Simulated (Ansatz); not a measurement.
CaF₂: vibrational free energy, entropy and heat capacity

Method: DFT PBE, scalar-relativistic, plane waves, PAW (Ansatz). Cutoff 420 eV, 8×8×8 k-points (Γ-centred), fixed occupations. No spin polarisation. Phonons by linear response, acoustic sum rule imposed.

Relaxed structure:
```cif
data_structure
_symmetry_space_group_name_H-M 'P 1'
_symmetry_Int_Tables_number 1
_cell_length_a 3.8967
_cell_length_b 3.8967
_cell_length_c 3.8967
_cell_angle_alpha 60.000
_cell_angle_beta 60.000
_cell_angle_gamma 60.000
_cell_volume 41.84
loop_
_atom_site_label
_atom_site_type_symbol
_atom_site_fract_x
_atom_site_fract_y
_atom_site_fract_z
_atom_site_occupancy
Ca1 Ca 0.00000 0.00000 0.00000 1
F1 F 0.75000 0.75000 0.75000 1
F2 F 0.25000 0.25000 0.25000 1
```

It comes from a database structure that was distorted and then relaxed. The q mesh is coarse, so values between its points are rough.

Force constants from linear response on a 2×2×2 q mesh, interpolated to a fine mesh.

Q: How much zero-point energy does an atom carry?

A: 44.3 meV.

Q: How large are the vibrational entropy and heat capacity at 300 K?

A: S = 2.96 k_B and C_V = 2.67 k_B per atom, 89 % of the Dulong–Petit value.

Q: Tabulate them against temperature.

A:
| T (K) | F_vib (meV/atom) | S (k_B/atom) | C_V (k_B/atom) |
| --- | --- | --- | --- |
| 100 | 42.7 | 0.65 | 1.31 |
| 200 | 31.4 | 1.94 | 2.33 |
| 300 | 10.1 | 2.96 | 2.67 |
| 400 | -18.9 | 3.75 | 2.81 |
| 500 | -54.1 | 4.38 | 2.87 |
| 600 | -94.2 | 4.91 | 2.91 |
| 700 | -138.5 | 5.36 | 2.93 |
| 800 | -186.4 | 5.75 | 2.95 |
| 900 | -237.5 | 6.10 | 2.96 |
| 1000 | -291.5 | 6.42 | 2.97 |
